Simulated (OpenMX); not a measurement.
**NbP: equation of state with PBE**

The system is NbP.

```
Nb P
1.0
    -1.67492    1.67492    5.74011
     1.67492   -1.67492    5.74011
     1.67492    1.67492   -5.74011
Nb P
2 2
Cartesian
  1.6749 0.0000 2.8687
  0.0000 0.0000 5.7387
  0.0000 1.6749 3.8200
  0.0000 0.0000 0.9500
```

The cell is a database's computed one.

```yaml
Program: OpenMX 3.8.5
Task: equation of state
Functional: PBE
Potentials_or_basis: OpenMX 2013 PBE set, Nb7.0-s3p2d1, P7.0-s2p2d1, fixed grid of 40 × 40 × 28 points
k_mesh: 11 × 11 × 11
Occupations: fermi-dirac, width 0.05 eV
Spin: no spin polarisation
Mixing_scheme: rmm-diisk
SCF_threshold: 1e-08 Ha
Solver: band
Grid_points_held_for_all_volumes: 40 × 40 × 28
```

```json
{"Equilibrium volume": "16.26 Å³/atom", "Bulk modulus at fixed shape and positions": "186 GPa", "Pressure derivative of the bulk modulus": "4.3"}
```

Energy against volume, from the lowest point:
| volume (Å³/atom) | energy (meV/atom) |
| --- | --- |
| 15.137 | 50.55 |
| 15.459 | 24.37 |
| 15.781 | 7.90 |
| 16.103 | 0.05 |
| 16.425 | 0.00 |
| 16.747 | 6.98 |
| 17.069 | 20.30 |

Caveat: volumes in these bases differ from converged ones by about 1 %, for some elements by several; the cell was scaled at fixed shape and fractional positions, which overstates the stiffness of a crystal with free parameters, most of all of layers and chains; the basis of atomic orbitals isn't converged, which shifts pressures, moduli and gaps.
